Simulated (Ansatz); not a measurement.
Ag under changes of volume

One of the cells (17.048 Å³/atom); the others are scaled copies at fixed shape and fractional positions:

```xyz
1
Lattice="0.0000 2.0427 2.0427 2.0427 0.0000 2.0427 2.0427 2.0427 0.0000" Properties=species:S:1:pos:R:3 pbc="T T T"
Ag    0.0000    0.0000    0.0000
```

* Program: Ansatz 0.2.0
* Functional: PBE
* Potentials or basis: Ansatz PAW
* Cutoff: 420 eV (not typed: the program's choice for these potentials)
* k mesh: 11 × 11 × 11
* Occupations: fermi-dirac, width 0.05 eV
* Spin: no spin polarisation

| volume (Å³/atom) | energy over the lowest point (meV/atom) | pressure (GPa) |
| --- | --- | --- |
| 16.025 | ? | ? |
| 16.366 | 38.69 | 9.8 |
| 16.707 | 21.18 | 6.9 |
| 17.048 | 9.38 | 4.4 |
| 17.389 | 2.54 | 2.2 |
| 17.730 | 0.00 | 0.4 |
| 18.071 | 1.19 | -1.3 |

Q: What does the run at 16.025 Å³/atom give?

A: Energy over the lowest point 62.69 meV/atom; pressure 13.0 GPa.

Worked out: A Birch-Murnaghan fit of order 3 (a polynomial in V^(-2/3)) to the other rows has its minimum at 17.78 Å³/atom with B0 = V·E''(V) = 89 GPa and B' = 6.5. It gives 62.77 meV/atom at 16.025 Å³/atom, against the run's 62.69, and -dE/dV = 13.0 GPa, against 13.0.

Energies are extrapolated to zero smearing.
